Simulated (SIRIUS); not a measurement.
**MnO in SIRIUS: convergence with smearing width**

Input of the first run (smearing width 0.3 eV); the others differ in this setting and in those tied to it:

The input sirius.json:

```json
{
  "control": {
    "processing_unit": "cpu",
    "std_evp_solver_name": "lapack",
    "gen_evp_solver_name": "lapack",
    "verbosity": 2,
    "print_forces": true,
    "ortho_rf": true,
    "use_second_variation": true,
    "rmt_max": 3.0,
    "num_bands_to_print": 22,
    "save_wf": true
  },
  "parameters": {
    "electronic_structure_method": "full_potential_lapwlo",
    "xc_functionals": ["XC_LDA_X", "XC_LDA_C_PW"],
    "core_relativity": "dirac",
    "valence_relativity": "iora",
    "num_fv_states": 22,
    "smearing": "fermi_dirac",
    "smearing_width": 0.0110247967,
    "pw_cutoff": 23,
    "gk_cutoff": 4.5,
    "lmax_apw": 12,
    "lmax_rho": 8,
    "lmax_pot": 8,
    "num_mag_dims": 1,
    "auto_rmt": 0,
    "ngridk": [10, 10, 10],
    "shiftk": [0, 0, 0],
    "num_dft_iter": 80,
    "energy_tol": 1e-07,
    "density_tol": 1e-05,
    "use_symmetry": true
  },
  "settings": {"tol_ne": 1e-10},
  "iterative_solver": {"type": "exact"},
  "mixer": {"type": "anderson", "beta": 0.4, "max_history": 8},
  "unit_cell": {
    "lattice_vectors": [[0.0, 4.2025764847, 4.2025764847], [4.2025764847, 0.0, 4.2025764847], [4.2025764847, 4.2025764847, 0.0]],
    "atom_types": ["Mn", "O"],
    "atom_files": {"Mn": "Mn.json", "O": "O.json"},
    "atoms": {"Mn": [[0.0, 0.0, 0.0, 0.0, 0.0, 4.0]], "O": [[0.5, 0.5, 0.5, 0.0, 0.0, 0.0]]}
  }
}
```

Mn.json

```json
{
  "name": "manganese",
  "symbol": "Mn",
  "number": 25,
  "mass": 54.938045,
  "rmin": 1e-06,
  "rmt": 2.4,
  "nrmt": 800,
  "rinf": 15.98,
  "core": "1s2s2p",
  "valence": [
    {"basis": [{"enu": 0.07, "dme": 0, "n": 0, "auto": 0}, {"enu": 0.07, "dme": 1, "n": 0, "auto": 0}]},
    {"l": 0, "n": 1, "basis": [{"enu": 0.17, "dme": 0, "n": 0, "auto": 0}]},
    {"l": 1, "n": 2, "basis": [{"enu": 0.17, "dme": 0, "n": 0, "auto": 0}]},
    {"l": 2, "n": 3, "basis": [{"enu": 0.17, "dme": 0, "n": 0, "auto": 0}]},
    {"l": 3, "n": 4, "basis": [{"enu": 0.17, "dme": 0, "n": 0, "auto": 0}]}
  ],
  "lo": [
    {"l": 0, "basis": [{"enu": 0.17, "dme": 0, "n": 0, "auto": 0}, {"enu": 0.17, "dme": 1, "n": 0, "auto": 0}]},
    {
      "l": 0,
      "basis": [{"enu": -2.769, "dme": 0, "n": 3, "auto": 1}, {"enu": -2.769, "dme": 1, "n": 3, "auto": 1}]
    },
    {"l": 0, "basis": [{"enu": -2.769, "dme": 1, "n": 3, "auto": 1}, {"enu": 0.17, "dme": 0, "n": 0, "auto": 0}]},
    {"l": 0, "basis": [{"enu": 0.17, "dme": 0, "n": 0, "auto": 0}, {"enu": 2.9478, "dme": 0, "n": 0, "auto": 0}]},
    {"l": 1, "basis": [{"enu": 0.17, "dme": 0, "n": 0, "auto": 0}, {"enu": 0.17, "dme": 1, "n": 0, "auto": 0}]},
    {
      "l": 1,
      "basis": [{"enu": -1.6372, "dme": 0, "n": 3, "auto": 1}, {"enu": -1.6372, "dme": 1, "n": 3, "auto": 1}]
    },
    {
      "l": 1,
      "basis": [{"enu": -1.6372, "dme": 1, "n": 3, "auto": 1}, {"enu": 0.17, "dme": 0, "n": 0, "auto": 0}]
    },
    {"l": 1, "basis": [{"enu": 0.17, "dme": 0, "n": 0, "auto": 0}, {"enu": 3.3644, "dme": 0, "n": 0, "auto": 0}]},
    {"l": 2, "basis": [{"enu": 0.17, "dme": 0, "n": 0, "auto": 0}, {"enu": 0.17, "dme": 1, "n": 0, "auto": 0}]},
    {"l": 2, "basis": [{"enu": 0.17, "dme": 1, "n": 0, "auto": 0}, {"enu": 0.17, "dme": 2, "n": 0, "auto": 0}]},
    {"l": 2, "basis": [{"enu": 0.17, "dme": 0, "n": 0, "auto": 0}, {"enu": 2.8783, "dme": 0, "n": 0, "auto": 0}]},
    {"l": 3, "basis": [{"enu": 0.17, "dme": 0, "n": 0, "auto": 0}, {"enu": 0.17, "dme": 1, "n": 0, "auto": 0}]},
    {"l": 3, "basis": [{"enu": 0.17, "dme": 0, "n": 0, "auto": 0}, {"enu": 3.1908, "dme": 0, "n": 0, "auto": 0}]}
  ],
  "free_atom": [... radial grid and density of the free atom, the start of the SCF ...]
}
```

File O.json:

```json
{
  "name": "oxygen",
  "symbol": "O",
  "number": 8,
  "mass": 15.9994,
  "rmin": 1e-06,
  "rmt": 1.6,
  "nrmt": 800,
  "rinf": 11.55,
  "core": "1s",
  "valence": [
    {"basis": [{"enu": 0.07, "dme": 0, "n": 0, "auto": 0}, {"enu": 0.07, "dme": 1, "n": 0, "auto": 0}]},
    {"l": 0, "n": 1, "basis": [{"enu": -0.0471, "dme": 0, "n": 0, "auto": 0}]},
    {"l": 1, "n": 2, "basis": [{"enu": 0.17, "dme": 0, "n": 0, "auto": 0}]},
    {"l": 2, "n": 3, "basis": [{"enu": 0.17, "dme": 0, "n": 0, "auto": 0}]},
    {"l": 3, "n": 4, "basis": [{"enu": 0.17, "dme": 0, "n": 0, "auto": 0}]}
  ],
  "lo": [
    {
      "l": 0,
      "basis": [{"enu": -0.0471, "dme": 0, "n": 0, "auto": 0}, {"enu": -0.0471, "dme": 1, "n": 0, "auto": 0}]
    },
    {
      "l": 0,
      "basis": [{"enu": -0.0471, "dme": 1, "n": 0, "auto": 0}, {"enu": -0.0471, "dme": 2, "n": 0, "auto": 0}]
    },
    {
      "l": 0,
      "basis": [{"enu": -0.0471, "dme": 0, "n": 0, "auto": 0}, {"enu": 4.6403, "dme": 0, "n": 0, "auto": 0}]
    },
    {"l": 1, "basis": [{"enu": 0.17, "dme": 0, "n": 0, "auto": 0}, {"enu": 0.17, "dme": 1, "n": 0, "auto": 0}]},
    {"l": 1, "basis": [{"enu": 0.17, "dme": 1, "n": 0, "auto": 0}, {"enu": 0.17, "dme": 2, "n": 0, "auto": 0}]},
    {"l": 1, "basis": [{"enu": 0.17, "dme": 0, "n": 0, "auto": 0}, {"enu": 5.5606, "dme": 0, "n": 0, "auto": 0}]},
    {"l": 2, "basis": [{"enu": 0.17, "dme": 0, "n": 0, "auto": 0}, {"enu": 0.17, "dme": 1, "n": 0, "auto": 0}]},
    {"l": 2, "basis": [{"enu": 0.17, "dme": 1, "n": 0, "auto": 0}, {"enu": 0.17, "dme": 2, "n": 0, "auto": 0}]},
    {"l": 2, "basis": [{"enu": 0.17, "dme": 0, "n": 0, "auto": 0}, {"enu": 6.2637, "dme": 0, "n": 0, "auto": 0}]},
    {"l": 3, "basis": [{"enu": 0.17, "dme": 0, "n": 0, "auto": 0}, {"enu": 0.17, "dme": 1, "n": 0, "auto": 0}]}
  ],
  "free_atom": [... radial grid and density of the free atom, the start of the SCF ...]
}
```

File sirius_start.json:

```json
{
  "control": {
    "processing_unit": "cpu",
    "std_evp_solver_name": "lapack",
    "gen_evp_solver_name": "lapack",
    "verbosity": 1,
    "print_forces": false,
    "ortho_rf": true,
    "use_second_variation": true,
    "rmt_max": 3.0,
    "num_bands_to_print": 22,
    "save_wf": false
  },
  "parameters": {
    "electronic_structure_method": "full_potential_lapwlo",
    "xc_functionals": ["XC_LDA_X", "XC_LDA_C_PW"],
    "core_relativity": "dirac",
    "valence_relativity": "iora",
    "num_fv_states": 22,
    "smearing": "fermi_dirac",
    "smearing_width": 0.0055123983,
    "pw_cutoff": 23,
    "gk_cutoff": 3.6,
    "lmax_apw": 12,
    "lmax_rho": 8,
    "lmax_pot": 8,
    "num_mag_dims": 1,
    "auto_rmt": 0,
    "ngridk": [4, 4, 4],
    "shiftk": [0, 0, 0],
    "num_dft_iter": 30,
    "energy_tol": 0.01,
    "density_tol": 0.05,
    "use_symmetry": true
  },
  "settings": {"tol_ne": 1e-10},
  "iterative_solver": {"type": "exact"},
  "mixer": {"type": "anderson", "beta": 0.4, "max_history": 8},
  "unit_cell": {
    "lattice_vectors": [[0.0, 4.2025764847, 4.2025764847], [4.2025764847, 0.0, 4.2025764847], [4.2025764847, 4.2025764847, 0.0]],
    "atom_types": ["Mn", "O"],
    "atom_files": {"Mn": "Mn.json", "O": "O.json"},
    "atoms": {"Mn": [[0.0, 0.0, 0.0, 0.0, 0.0, 4.0]], "O": [[0.5, 0.5, 0.5, 0.0, 0.0, 0.0]]}
  }
}
```

Potentials or basis: all-electron FP-LAPW, apw+lo standard.

Launch:

```bash
$ OMP_NUM_THREADS=1 sirius.scf --input=sirius_start.json --output=start.json
$ OMP_NUM_THREADS=1 sirius.scf --input=sirius.json --output=output.json --task=1
```

The cell is a database's computed one.

Hardware: 1 thread of Arm Neoverse V2, on a shared host.

Question: The values tried are 0.3 eV, 0.2 eV, 0.1 eV, 0.05 eV, 0.025 eV, 0.01 eV, loosest first. From which on does the largest site moment stay within 0.02 μB of the tightest run that finished?

Answer: From 0.05 eV on.

```
smearing width  energy less the tightest run, at zero smearing (meV/atom)  largest site moment (μB)  SCF cycles  CPU time (s)  peak memory (GiB)
        0.3 eV                                                       1.89                      4.04          11            98               0.81
        0.2 eV                                                      -2.72                      4.15          41           290               0.81
        0.1 eV                                                      -1.50                      4.20          11            99                0.8
       0.05 eV                                                      -0.58                      4.21           8            78                0.8
      0.025 eV                                                      -0.15                      4.21          15           130                0.8
       0.01 eV                                                       0.00                      4.23           9            86               0.81
```

Against the tightest run, the energy stays within 1 meV/atom from 0.05 eV on. Narrower smearing needs a denser k mesh, so at a fixed mesh the narrowest width isn't the most accurate. The tightest run that finished is the yardstick and may itself not be fully converged.

Caveat, for the tightest run too: a cell with one magnetic atom can't hold antiferromagnetic order, which such compounds often take.
